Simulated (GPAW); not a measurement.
Crystal: CuO.

```
Cu O
1.0
     3.42205    0.00000    0.00000
     0.00000    3.42205    0.00000
     0.00000    0.00000    4.26046
Cu O
2 2
Direct
  0.00000 0.50000 0.00000
  0.50000 0.00000 0.50000
  0.00000 0.00000 0.25000
  0.00000 0.00000 0.75000
```

Measurements of this composition are mostly on another form, of space group No. 15.

Base run:

| Property | Result |
| --- | --- |
| Program | GPAW 26.7.0 |
| Functional | r2SCAN |
| Potentials or basis | GPAW PAW data sets (gpaw-data 1.2.1) |
| Cutoff | 800 eV |
| Basis | pw |
| k mesh | 6 × 6 × 5 |
| Occupations | fermi-dirac, width 0.05 eV |
| Spin | no spin polarisation |
| Hubbard terms | Cu d U = 4 eV |

Its results: band gap on the k mesh none (metal or under the smearing width); pressure -5.9 GPa.

After a change of settings the same cell gave: band gap on the k mesh none (metal or under the smearing width); pressure -5.2 GPa. Which change was it?
A. hubbard terms from Cu d U = 4 eV to none
B. hubbard terms from Cu d U = 4 eV to Cu d U = 8 eV
C. hubbard terms from Cu d U = 4 eV to Cu d U = 1 eV

B.

Caveats: with this Cu data set, volumes or pressures lay over 1.5 % or 2 GPa off other programs in two to four cells of ten; the PAW data sets were made with another functional, which shifts forces and pressure a little; the run has no spin polarisation, though such a crystal can be magnetic; U without spin polarisation on a metal has little footing.

Runs at the PBE level aren't shown here.
